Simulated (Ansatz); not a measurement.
Input and command of a plane-wave DFT calculation in Ansatz:

```yaml
crystal:
  lattice:
    - [0.0, 2.449, 2.449]
    - [2.449, 0.0, 2.449]
    - [2.449, 2.449, 0.0]
  atoms:
    - { symbol: Ca, position: [-0.0255206207, 0.0255206207, 0.0255206207] }
    - { symbol: O, position: [0.5, 0.5, 0.5] }
basis:
  ecutwfc: 500
kpoints:
  mp_grid: { grid: [8, 8, 8] }
hamiltonian:
  xc: r2scan
scf:
  occupations: { method: gaussian, width: 0.05 }
output:
  forces: true
  stress: true
  eigenvalues: true
```

```bash
ansatz run input.yaml --threads 1 --pin off --max-ram 2560MiB --backend cpu --events-out ev --progress --plain --runs-dir out
```

Processor: Arm Neoverse V1, 1 thread, on a host shared with other jobs.

Problem. Estimate time, memory and problem size.

Solution. About 5.6 s on 1 thread of Arm Neoverse V1 (shared host), peak memory 0.36 GiB. It solves 12 bands at 59 k points (the mesh reduced by symmetry) with about 725 plane waves, in 6 SCF iterations.
